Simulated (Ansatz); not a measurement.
Runs of Ansatz 0.2.0 on Gd. Symmetry: Im-3m, No. 229, cubic system. Conventional cell: a = 4.050 Å, b = 4.050 Å, c = 4.050 Å, α = 90.00°, β = 90.00°, γ = 90.00°. Gd (site symmetry m-3m) is surrounded by 8 Gd at 3.51 Å. This isn't the form of Gd at room conditions, which is hcp.

```csv
task,level,potentials or basis,spin,U,cell,k mesh,cutoff (eV),smearing,broadening,hubbard projectors,double counting,gap on the mesh (eV),pressure (GPa),moment (μB)
optical spectrum,SVWN5,Ansatz PAW,"collinear, ferromagnetic start",-,volume scaled by 0.92,10 × 10 × 10,420,cold 0.01 eV,0.1 eV,-,-,none,-,(b)
optical spectrum,LDA+U,SSSP efficiency PAW,"collinear, ferromagnetic start",Gd f U = 8 eV,as given,9 × 9 × 9,544,tetrahedron,0.2 eV,ortho-atomic (the default),fll (the default),none,-,7.83
single point,PBEsol+U,SSSP efficiency PAW,"collinear, program default start",Gd f U = 8 eV,volume scaled by 1.04,9 × 9 × 9,544,fermi-dirac 0.05 eV,-,atomic,fll (the default),none,-3.0,(a)
relaxation of cell and atoms,RPBE+U,Ansatz PAW,"collinear, program default start",Gd f U = 5 eV,relaxed from: volume scaled by 0.88,10 × 10 × 10,420,fermi-dirac 0.025 eV,-,all-electron-ortho-atomic,fll (the default),-,0.0,7.90
```

Q: Estimate the missing entries.

A: (a) 7.88; (b) 7.58.

Caveats: spin-orbit coupling is left out, which moves the levels of the heavy elements; the magnetic or orbital state may not be the lowest (some runs); spectra need much finer meshes, so this one isn't converged (some runs); independent-particle spectra lack excitons (some runs); the intraband (Drude) part of a metal's response may be missing (some runs); the potentials were made for another functional, which shifts forces and pressure (some runs).

A k mesh can miss the band edges, and the runs leave out spin-orbit coupling on Gd.

A gap of «none» marks a metal or a gap under the smearing width.
